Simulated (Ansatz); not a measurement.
Bi2Te3 (Tellurobismuthite):

```
Bi Te
1.0
     2.19300    1.26613   10.16567
    -2.19300    1.26613   10.16567
     0.00000   -2.53226   10.16567
Bi Te
2 3
Direct
  0.60000 0.60000 0.60000
  0.40000 0.40000 0.40000
  0.79050 0.79050 0.79050
  0.20950 0.20950 0.20950
  0.00000 0.00000 0.00000
```

Base run:

| Item | Value |
| --- | --- |
| Program | Ansatz 0.2.0 |
| Functional | PBEsol |
| Potentials or basis | Ansatz PAW |
| Cutoff | 420 eV (not typed: the program's choice for these potentials) |
| k mesh | 7 × 7 × 7 |
| Occupations | fermi-dirac, width 0.05 eV |
| Spin | no spin polarisation |

Its results: band gap on the k mesh 0.24 eV, direct; pressure -0.6 GPa; largest force 0.114 eV/Å.

Question: After a change of settings the same cell gave: band gap on the k mesh 0.29 eV, direct; pressure 1.9 GPa; largest force 0.042 eV/Å. Which change was it?
A. functional from PBEsol to revPBE
B. functional from PBEsol to LDA
C. functional from PBEsol to PBE
D. functional from PBEsol to r2SCAN; cutoff from 420 eV (not typed: the program's choice for these potentials) to 500 eV (not typed: the program's choice for these potentials)

Answer: C.

PBE binds less tightly than PBEsol, so the same cell stands under more pressure.

Caveats: spin-orbit coupling is left out, which as a rule narrows the gap of such compounds by several tenths of an eV; the PAW data sets come from PBE, with cores solved anew for the run's functional, which leaves a small shift of forces and pressure (some runs).
